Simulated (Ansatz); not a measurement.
**BaZrO3 (perovskite): equation of state and elastic constants**

An exercise on one series of results from a longer session: the logs are not shown, and one member is left open.

Method: DFT PBE, scalar-relativistic, plane waves, PAW, in Ansatz 0.2.0.

1 further run of the same task is left out (it didn't finish). Runs told in other sessions of the task aren't counted.

### The structure to begin with

Symmetry: Pm-3m, No. 221, cubic system. The conventional cell has a = 4.228 Å, b = 4.228 Å, c = 4.228 Å, α = 90.00°, β = 90.00°, γ = 90.00°. Ba (site symmetry m-3m) has 12 O at 2.99 Å in its first shell of neighbours. Zr (site symmetry m-3m) has 6 O at 2.11 Å in its first shell of neighbours. O (site symmetry 4/mmm) is surrounded by 2 Zr at 2.11 Å and 4 Ba at 2.99 Å.

Structure file:

```
CELL_PARAMETERS angstrom
4.22839 0.00000 0.00000
0.00000 4.22839 0.00000
0.00000 0.00000 4.22839
ATOMIC_POSITIONS crystal
Ba 0.00000 0.00000 0.00000
Zr 0.50000 0.50000 0.50000
O 0.00000 0.50000 0.50000
O 0.50000 0.50000 0.00000
O 0.50000 0.00000 0.50000
```

An earlier run at PBE left this cell at 15.120 Å³/atom and -0.12 GPa (8×8×8 mesh).

Volume factors to run: 0.980, 1.020, 0.960, 1.040, 1.070, 1.100, 0.945.

The first run:

Contents of input.yaml:

```yaml
crystal:
  lattice:
    - [4.2000058737, 0.0, 0.0]
    - [0.0, 4.2000058737, 0.0]
    - [0.0, 0.0, 4.2000058737]
  atoms:
    - { symbol: Ba, position: [0.0, 0.0, 0.0] }
    - { symbol: Zr, position: [0.5, 0.5, 0.5] }
    - { symbol: O, position: [0.0, 0.5, 0.5] }
    - { symbol: O, position: [0.5, 0.5, 0.0] }
    - { symbol: O, position: [0.5, 0.0, 0.5] }
basis:
  ecutwfc: 420
  ecutrho_ratio: 4
kpoints:
  mp_grid: { grid: [8, 8, 8] }
hamiltonian:
  xc: pbe
scf:
  occupations: { method: gaussian, width: 0.05 }
output:
  forces: true
  stress: true
  eigenvalues: true
```

Run with:

```sh
$ ansatz run input.yaml --threads 4 --pin off --max-ram 7168MiB --backend cpu --events-out ev --progress --plain --runs-dir out
```

Among the steps run: Volume × 0.980; At 1.020 of the relaxed volume; Scaling the volume by 0.960; Volume × 1.040; Scaling the volume by 1.070; At 1.100 of the relaxed volume; At 0.945 of the relaxed volume.

One table of the session follows, with a row left open; its other results are not shown here.

It belongs to the step «The fit». 

```
volume (Å³/atom)  energy (meV/atom)  pressure (GPa)  gap (eV)
          14.288              22.97            9.43      3.31
          14.515              11.68            6.53      3.27
          14.818                  ?               ?         ?
          15.120               0.00           -0.12      3.18
          15.422               2.95           -2.95      3.13
          15.725              11.00           -5.48      3.08
          16.178              31.28           -8.80      3.01
          16.632              60.31          -11.62      2.94
```

**Question.** Estimate the row for volume (Å³/atom) = 14.818.

Worked estimate for «energy (meV/atom)». A straight line through the neighbours (14.515, 11.68) and (15.120, 0.00) gives 11.68 + (0.00 − 11.68) × (14.818 − 14.515) / (15.120 − 14.515) = 5.83; a parabola fitted to 4 rows on both sides gives 2.75.

**Answer.** energy (meV/atom): 2.69; pressure (GPa): 3.03; gap (eV): 3.23. In «energy (meV/atom)» the line misses by +3.14 and the parabola by +0.06.
